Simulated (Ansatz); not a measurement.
The system is Cu3Au (Auricupride).

```
Au Cu
1.0
     3.74000    0.00000    0.00000
     0.00000    3.74000    0.00000
     0.00000    0.00000    3.74000
Au Cu
1 3
Direct
  0.00000 0.00000 0.00000
  0.50000 0.50000 0.00000
  0.50000 0.00000 0.50000
  0.00000 0.50000 0.50000
```

Base run:

* Program: Ansatz 0.2.0
* Functional: PBEsol
* Potentials or basis: Ansatz PAW soft_1
* Cutoff: 420 eV (not typed: the program's choice for these potentials)
* k mesh: 7 × 7 × 7
* Occupations: fermi-dirac, width 0.05 eV
* Spin: no spin polarisation

Its results: band gap on the k mesh none (metal or under the smearing width); pressure -3.6 GPa.

Task: The run is repeated on the same cell with these changes: functional from PBEsol to LDA. What comes out?

Result: Band gap on the k mesh none (metal or under the smearing width); pressure -9.2 GPa.

LDA binds more tightly than PBEsol, so the same cell stands under less pressure.

Caveats: spin-orbit coupling is left out, which moves the levels of the heavy elements; the PAW data sets come from PBE, with cores solved anew for the run's functional, which leaves a small shift of forces and pressure.
